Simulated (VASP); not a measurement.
# SiC in VASP: one cell, several levels of theory, part 2 of 3

The system is SiC built on the rocksalt prototype, a generated structure that needn't be the ground state.

VASP 6.6.1, plane waves, PAW. The steps go on from the part before.

**3. Single point with r2SCAN**

The input, INCAR:

```
ENCUT = 520.000000
SIGMA = 0.020000
EDIFF = 1.00e-07
ALGO = Normal
METAGGA = R2SCAN
PREC = Accurate
IBRION = -1
ISIF = 2
ISMEAR = -1
NBANDS = 11
NELM = 120
NSW = 0
LASPH = .TRUE.
LCHARG = .TRUE.
LELF = .TRUE.
LWAVE = .FALSE.
LREAL = .FALSE.
```

The input, KPOINTS:

```
KPOINTS created by Atomic Simulation Environment
0
Gamma
10 10 10
0 0 0
```

The input, KPOINTS_OPT:

```
special points
7
Reciprocal
0.0000000000 0.0000000000 0.0000000000 1
0.5000000000 0.0000000000 0.5000000000 1
0.5000000000 0.2500000000 0.7500000000 1
0.3750000000 0.3750000000 0.7500000000 1
0.5000000000 0.5000000000 0.5000000000 1
0.6250000000 0.2500000000 0.6250000000 1
0.0000000000 0.1000000000 -0.1000000000 1
```

The input, POSCAR:

```
Si C
 1.0000000000000000
    -0.0000000000000000    2.0138689652489350    2.0138689652489350
     2.0138689652489350    0.0000000000000000    2.0138689652489350
     2.0138689652489350    2.0138689652489350   -0.0000000000000000
 Si  C
   1   1
Cartesian
  0.0000000000000000  0.0000000000000000  0.0000000000000000
  2.0138689652489346  2.0138689652489346  2.0138689652489346
```

Run with:

```
mpirun -np 1 vasp_std
```

Printed to the terminal (iteration lines stand in OSZICAR):

```text
POSCAR found type information on POSCAR SiC
 POSCAR found :  2 types and       2 ions
 -----------------------------------------------------------------------------
|                                                                             |
|                                                                             |
|     You enforced a specific xc type in the INCAR file but a different       |
|     I HOPE YOU KNOW WHAT YOU ARE DOING!                                     |
|                                                                             |
 -----------------------------------------------------------------------------

 LDA part: xc-table for (None), standard interpolation
 POSCAR, INCAR and KPOINTS ok, starting setup
 FFT: planning ... GRIDC
 FFT: planning ... GRID_SOFT
 FFT: planning ... GRID
 WAVECAR not read
 entering main loop
 Start KPOINTS_OPT (optional k-point list driver)
k-point batch [1-7\7]
```

OSZICAR:

```text
N       E                     dE             d eps       ncg     rms          rms(c)
DAV:   1    -0.230899922508E+01   -0.23090E+01   -0.41134E+03  1109   0.637E+02
DAV:   2    -0.198499708167E+02   -0.17541E+02   -0.16687E+02  1289   0.113E+02
DAV:   3    -0.202771046350E+02   -0.42713E+00   -0.42642E+00  1250   0.132E+01
DAV:   4    -0.202779581262E+02   -0.85349E-03   -0.85345E-03  1143   0.745E-01
DAV:   5    -0.202779600787E+02   -0.19525E-05   -0.19530E-05  1215   0.326E-02    0.875E+00
DAV:   6    -0.176107440239E+02    0.26672E+01   -0.36283E+00  1115   0.937E+00    0.487E+00
DAV:   7    -0.176354599109E+02   -0.24716E-01   -0.46927E-01  1180   0.404E+00    0.208E+00
DAV:   8    -0.176569048635E+02   -0.21445E-01   -0.22251E-02  1124   0.101E+00    0.345E-01
DAV:   9    -0.176587713359E+02   -0.18665E-02   -0.25249E-03  1221   0.405E-01    0.210E-01
DAV:  10    -0.176588300575E+02   -0.58722E-04   -0.91427E-05  1182   0.765E-02    0.178E-02
DAV:  11    -0.176588359199E+02   -0.58624E-05   -0.55421E-06  1236   0.230E-02    0.721E-03
DAV:  12    -0.176588364446E+02   -0.52471E-06   -0.83188E-07  1142   0.902E-03    0.447E-03
DAV:  13    -0.176588366355E+02   -0.19096E-06   -0.51237E-08   642   0.167E-03    0.462E-04
DAV:  14    -0.176588366673E+02   -0.31755E-07   -0.51318E-09   562   0.534E-04
   1 F= -.17658837E+02 E0= -.17658677E+02  d E =-.318623E-03
       N       E                     dE             ncg
DAV:   1     0.963437766666E+03   -0.14229E+04      162
DAV:   2     0.815833148297E+03   -0.14760E+03      197
DAV:   3     0.811169998106E+03   -0.46632E+01      189
DAV:   4     0.811156546118E+03   -0.13452E-01      188
DAV:   5     0.811156522331E+03   -0.23787E-04      189
DAV:   6     0.811156522234E+03   -0.97014E-07      191
```

Parts of OUTCAR:

```text
k-points           NKPTS =     47   k-points in BZ     NKDIM =     47   number of bands    NBANDS=     11

   NELECT =       8.0000    total number of electrons

   dimension x,y,z NGX =    24 NGY =   24 NGZ =   24
   dimension x,y,z NGXF=    48 NGYF=   48 NGZF=   48

  energy-cutoff  :      520.00
  volume of cell :       16.34
      direct lattice vectors                 reciprocal lattice vectors
     0.000000000  2.013868965  2.013868965    -0.248278318  0.248278318  0.248278318
     2.013868965  0.000000000  2.013868965     0.248278318 -0.248278318  0.248278318
     2.013868965  2.013868965  0.000000000     0.248278318  0.248278318 -0.248278318

 k-points in reciprocal lattice and weights: KPOINTS created by Atomic Simulation Env
   0.00000000  0.00000000  0.00000000       0.001
   0.10000000  0.00000000  0.00000000       0.008
   0.20000000  0.00000000  0.00000000       0.008
   0.30000000  0.00000000  0.00000000       0.008
   0.40000000  0.00000000  0.00000000       0.008
   0.50000000  0.00000000  0.00000000       0.004
   0.10000000  0.10000000  0.00000000       0.006
   0.20000000  0.10000000  0.00000000       0.024
[... 39 more k-points ...]

 E-fermi :  12.7050

 k-point     1 :       0.0000    0.0000    0.0000
  band No.  band energies     occupation
      1      -6.9720      2.00000
      2      12.6578      1.82776
      3      12.6578      1.82776
      4      12.6578      1.82775
      5      21.0796      0.00000
      6      22.0604      0.00000
      7      22.0604      0.00000
      8      22.0604      0.00000
      9      26.5644      0.00000
     10      26.5644      0.00000
     11      26.5644      0.00000

 k-point     2 :       0.1000    0.0000    0.0000
  band No.  band energies     occupation
      1      -6.7151      2.00000
      2      11.2992      2.00000
      3      12.4925      1.99995
      4      12.4925      1.99995
      5      21.0978      0.00000
      6      22.3405      0.00000
      7      22.4432      0.00000
      8      22.4432      0.00000
      9      24.3262      0.00000
     10      24.3262      0.00000
     11      26.3474      0.00000

 k-point     3 :       0.2000    0.0000    0.0000
  band No.  band energies     occupation
      1      -5.9495      2.00000
      2       8.4248      2.00000
      3      12.1261      2.00000
      4      12.1261      2.00000
      5      20.2823      0.00000
      6      21.4096      0.00000
      7      21.4096      0.00000
      8      23.8855      0.00000
      9      24.7633      0.00000
     10      24.7633      0.00000
     11      25.8098      0.00000

 k-point     4 :       0.3000    0.0000    0.0000
  band No.  band energies     occupation
      1      -4.6938      2.00000
      2       5.2735      2.00000
      3      11.7698      2.00000
      4      11.7698      2.00000
      5      19.6474      0.00000
      6      19.7888      0.00000
      7      19.7888      0.00000
      8      24.2114      0.00000
      9      26.6005      0.00000
     10      27.1526      0.00000
     11      27.1526      0.00000

 k-point     5 :       0.4000    0.0000    0.0000
  band No.  band energies     occupation
      1      -3.0142      2.00000
      2       2.3579      2.00000
      3      11.5391      2.00000
      4      11.5391      2.00000
      5      18.7403      0.00000
      6      18.7403      0.00000
      7      19.3089      0.00000
      8      23.6608      0.00000
      9      28.2026      0.00000
     10      30.0119      0.00000
     11      30.0119      0.00000

 k-point     6 :       0.5000    0.0000    0.0000
  band No.  band energies     occupation
      1      -1.6070      2.00000
      2       0.5260      2.00000
      3      11.4623      2.00000
      4      11.4623      2.00000
      5      18.3805      0.00000
      6      18.3805      0.00000
      7      19.2083      0.00000
      8      23.4248      0.00000
      9      28.9357      0.00000
     10      31.8225      0.00000
     11      31.8225      0.00000

 k-point     7 :       0.1000    0.1000    0.0000
  band No.  band energies     occupation
      1      -6.6296      2.00000
      2      11.9078      2.00000
      3      11.9136      2.00000
      4      11.9136      2.00000
      5      20.7688      0.00000
      6      21.4895      0.00000
      7      22.4556      0.00000
      8      23.1705      0.00000
      9      23.1705      0.00000
     10      27.1181      0.00000
     11      27.1181      0.00000

 k-point     8 :       0.2000    0.1000    0.0000
  band No.  band energies     occupation
      1      -6.0341      2.00000
      2       9.5060      2.00000
      3      11.2961      2.00000
      4      11.9740      2.00000
      5      19.6837      0.00000
      6      20.4688      0.00000
      7      22.3466      0.00000
      8      23.4152      0.00000
      9      24.7661      0.00000
     10      26.3481      0.00000
     11      27.2427      0.00000

 k-point     9 :       0.3000    0.1000    0.0000
  band No.  band energies     occupation
      1      -4.9417      2.00000
      2       6.4649      2.00000
      3      10.8676      2.00000
      4      11.5416      2.00000
      5      18.2053      0.00000
      6      20.5298      0.00000
      7      21.8405      0.00000
      8      23.3049      0.00000
      9      25.6625      0.00000
     10      27.8527      0.00000
     11      28.2758      0.00000

 k-point    10 :       0.4000    0.1000    0.0000
  band No.  band energies     occupation
      1      -3.3950      2.00000
      2       3.4752      2.00000
      3      10.7320      2.00000
      4      10.9192      2.00000
      5      17.4089      0.00000
      6      20.3505      0.00000
      7      20.3812      0.00000
      8      25.1599      0.00000
      9      25.6098      0.00000
     10      29.5544      0.00000
     11      30.8811      0.00000

 k-point    11 :       0.5000    0.1000    0.0000
  band No.  band energies     occupation
      1      -1.6659      2.00000
      2       1.0562      2.00000
      3      10.3469      2.00000
      4      10.9089      2.00000
      5      17.3281      0.00000
      6      19.3479      0.00000
      7      20.2618      0.00000
      8      24.9949      0.00000
      9      27.8233      0.00000
     10      30.6747      0.00000
     11      32.0596      0.00000

[... the tables of k-points 12 to 47 left out ...]

  Total        0.0271135      0.0271135      0.0271135     -0.0000000      0.0000000      0.0000000
  in kB        2.6593339      2.6593339      2.6593339     -0.0000000      0.0000000      0.0000000
  external PRESSURE =       2.6593339 kB  Pullay stress =       0.0000000 kB

 POSITION                                       TOTAL-FORCE (eV/Angst)
 -----------------------------------------------------------------------------------
      0.00000      0.00000      0.00000         0.000000      0.000000      0.000000
      2.01387      2.01387      2.01387        -0.000000     -0.000000     -0.000000
 -----------------------------------------------------------------------------------
    total drift:                               -0.000000     -0.000000      0.000000

  FREE ENERGIE OF THE ION-ELECTRON SYSTEM (eV)
  ---------------------------------------------------
  free  energy   TOTEN  =       -17.6588366673 eV

  energy  without entropy=      -17.6585180446  energy(sigma->0) =      -17.65867736
```

It took 38 s on 1 MPI rank of Intel Xeon Platinum 8488C, shared host; peak memory 0.14 GiB.

The levels at the points of KPOINTS_OPT are read from vasprun.xml.

Levels at the named points, in eV from the top of band v (v: the last filled band by count, c: the next):

| point | v−1 | v | c | c+1 |
| --- | --- | --- | --- | --- |
| Γ | -0.07 | -0.07 | 8.35 | 9.34 |
| X | -4.69 | -4.69 | -0.69 | 2.83 |
| W | -8.45 | -7.48 | 5.11 | 8.55 |
| K | -8.87 | -3.82 | 1.50 | 8.13 |
| L | -1.26 | -1.26 | 5.66 | 5.66 |
| U | -8.87 | -3.82 | 1.50 | 8.13 |

r2SCAN: no gap; the band counted as the lowest empty one dips 0.69 eV below the top of the last filled one. Pressure: 0.27 GPa; the forces vanish within 0.01 eV/Å.

Axes a, b and c in the maps are those of this run's conventional cell (a, b, c = 4.028, 4.028, 4.028 Å).

Density in a lattice plane of the grid's cell (edges 4.03 and 4.03 Å, at 0.000 of the third edge), which holds Si and C.

Ten even steps from '0' (-0.16 e/Å³) to '9' (1.69 e/Å³):
```
001233456899999865433210
112233345689998654333221
322222334567776543322222
333322223445554432222333
443322222334443322222334
554432222333333322223445
776543322222322222334567
998654333221112233345689
999865433210001233456899
899875433210001233457899
999865433210001233456899
998654333221112233345689
776543322222322222334567
554432222333333322223445
443322222334443322222334
333322223445554432222333
322222334567776543322222
112233345689998654333221
001233456899999865433210
001233457899899875433210
```
Columns run along the first of these edges and rows up along the second, over one cell in 24 and 20 even steps from the bottom left corner. Atoms in the plane (fractional): Si at (0.00, 0.00), Si at (0.50, 0.50), C at (0.00, 0.50), C at (0.50, 0.00).

ELF in the same plane.

Ten even steps from ' ' (0.01) to '@' (0.85):
```
    ..==##%%@@@@@@%%++::  ::++%%@@@@@@%%##==..  
::::::--++##%%%%@@%%##**++**##%%@@%%%%##++--::::
****++====++**##%%%%@@@@@@@@@@%%%%##**++====++**
@@%%##++==----++**%%@@@@@@@@@@%%**++----==++##%%
@@@@%%##++------++##%%@@@@@@%%##++------++##%%@@
@@@@@@%%**++----==++##%%@@%%##++==----++**%%@@@@
@@@@@@%%%%##**++====++******++====++**##%%%%@@@@
++**##%%@@%%%%##++--::::::::::--++##%%%%@@%%##**
  ::++%%@@@@@@%%##==..      ..==##%%@@@@@@%%++::
    ==##@@@@@@@@##==..      ..==##@@@@@@@@##==  
  ::++%%@@@@@@%%##==..      ..==##%%@@@@@@%%++::
++**##%%@@%%%%##++--::::::::::--++##%%%%@@%%##**
@@@@@@%%%%##**++====++******++====++**##%%%%@@@@
@@@@@@%%**++----==++##%%@@%%##++==----++**%%@@@@
@@@@%%##++------++##%%@@@@@@%%##++------++##%%@@
@@%%##++==----++**%%@@@@@@@@@@%%**++----==++##%%
****++====++**##%%%%@@@@@@@@@@%%%%##**++====++**
::::::--++##%%%%@@%%##**++**##%%@@%%%%##++--::::
    ..==##%%@@@@@@%%++::  ::++%%@@@@@@%%##==..  
    ..==##@@@@@@@@##==      ==##@@@@@@@@##==..  
```
Columns run along the first of these edges and rows up along the second, over one cell in 24 and 20 even steps from the bottom left corner. Atoms in the plane (fractional): Si at (0.00, 0.00), Si at (0.50, 0.50), C at (0.00, 0.50), C at (0.50, 0.00).

Both are smooth fields of the valence electrons: close to the nuclei they are not physical.

The highest ELF values outside the cores: 0.85 on the C–Si line, 0.9 Å from C.

[end of part 2 of 3]
